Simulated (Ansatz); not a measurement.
# Li in Ansatz: the effect of target pressure

Crystal: Li.

```
CELL_PARAMETERS angstrom
1.55050 0.89518 7.58830
-1.55050 0.89518 7.58830
0.00000 -1.79036 7.58830
ATOMIC_POSITIONS crystal
Li 0.77800 0.77800 0.77800
Li 0.22200 0.22200 0.22200
Li 0.00000 0.00000 0.00000
```

This isn't the form of Li at room conditions, which is bcc.

Alike in all runs:

```yaml
Program: Ansatz 0.2.0
Task: relaxation of cell and atoms
Functional: PBEsol
Potentials_or_basis: Ansatz PAW
Cutoff: "420 eV (not typed: the program's choice for these potentials)"
k_mesh: 10 × 10 × 10
Occupations: fermi-dirac, width 0.05 eV
Spin: no spin polarisation
```

Each run relaxes the cell or the atoms first.

Problem. One run gave: relaxed volume 11.44 Å³/atom. Which target pressure did it use?
A. 20 GPa
B. 30 GPa
C. 0 GPa
D. 5 GPa
E. 2 GPa

Solution. A.

```tsv
target pressure	relaxed volume (Å³/atom)
0 GPa	20.20
2 GPa	17.91
5 GPa	15.83
10 GPa	13.73
20 GPa	11.44
30 GPa	10.11
```

Caveats: the plane-wave basis is chosen anew once the cell has moved, so the energies of steps on either side of that aren't comparable; the volume moved by over 15 % at a fixed basis, so the end points are rough (some runs).
